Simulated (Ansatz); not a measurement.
**PbS: the cell at several levels of theory**

An exercise on one series of results from a longer session: the logs are not shown, and one member is left open.

Program: Ansatz 0.2.0. PAW datasets, plane waves, zero pressure. No spin polarisation. The prototype was imposed, so other structures may be more stable.

### Starting point

This is the cell as the run starts from it, not yet at rest; its lengths are not the crystal's.

Space group P6_3/mmc (No. 194), hexagonal; conventional cell a = 3.753 Å, c = 6.117 Å, 18.65 Å³ an atom. Near Pb stand 6 S at 2.65 Å; near S stand 6 Pb at 2.65 Å.

Structure file:

```xyz
4
Lattice="3.7529 0.0000 0.0000 -1.8764 3.2501 0.0000 0.0000 0.0000 6.1172" Properties=species:S:1:pos:R:3 pbc="T T T"
Pb    0.0000    0.0000    0.0000
Pb    0.0000    0.0000    3.0586
S     0.0000    2.1667    1.5293
S     1.8764    1.0834    4.5879
```

The first run:

File input.yaml:

```yaml
crystal:
  lattice:
    - [3.75289125, 0.0, 0.0]
    - [-1.876445625, 3.2500991601, 0.0]
    - [0.0, 0.0, 6.1172127375]
  atoms:
    - { symbol: Pb, position: [0.0, 0.0, 0.0] }
    - { symbol: Pb, position: [0.0, 0.0, 0.5] }
    - { symbol: S, position: [0.3333333333, 0.6666666667, 0.25] }
    - { symbol: S, position: [0.6666666667, 0.3333333333, 0.75] }
kpoints:
  mp_grid: { grid: [12, 12, 4] }
hamiltonian:
  xc: pbe
scf:
  occupations: { method: fermi_dirac, width: 0.02 }
relax:
  f_tol: 0.005
  cell: {}
output:
  write_density: true
  write_potential: true
  elf: true
  volumetric_format: npy
```

Launch:

```console
> ansatz run input.yaml --threads 2 --pin off --max-ram 2211MiB --backend cpu --events-out ev --progress --plain --runs-dir out
```

Steps of the session up to this table: Relaxation with PBE; Relaxation with r2SCAN; Relaxation with PBEsol; Relaxing with LDA; Relaxing with HSE06.

One table of the session follows, with a row left open; its other results are not shown here.

```
 level  a (Å)  c (Å)  volume (Å³/atom)
   PBE  4.154  7.360            27.495
r2SCAN  4.123  7.334            26.997
PBEsol      ?      ?                 ?
   LDA  4.018  7.213            25.213
 HSE06  4.131  7.303            26.985
```

Q: Estimate the row for PBEsol from the others.

**Answer.** a (Å): 4.066; c (Å): 7.268; volume (Å³/atom): 26.008. In the column «a (Å)» it lies between LDA (4.018) and r2SCAN (4.123).

LDA gives the smallest cell and PBE the largest; they differ by 9.1 % in volume, a mean of 2.9 % in length. The meshes differ: PBE 12×12×4, r2SCAN 6×6×4, PBEsol 6×6×4, LDA 6×6×4, HSE06 6×6×2.
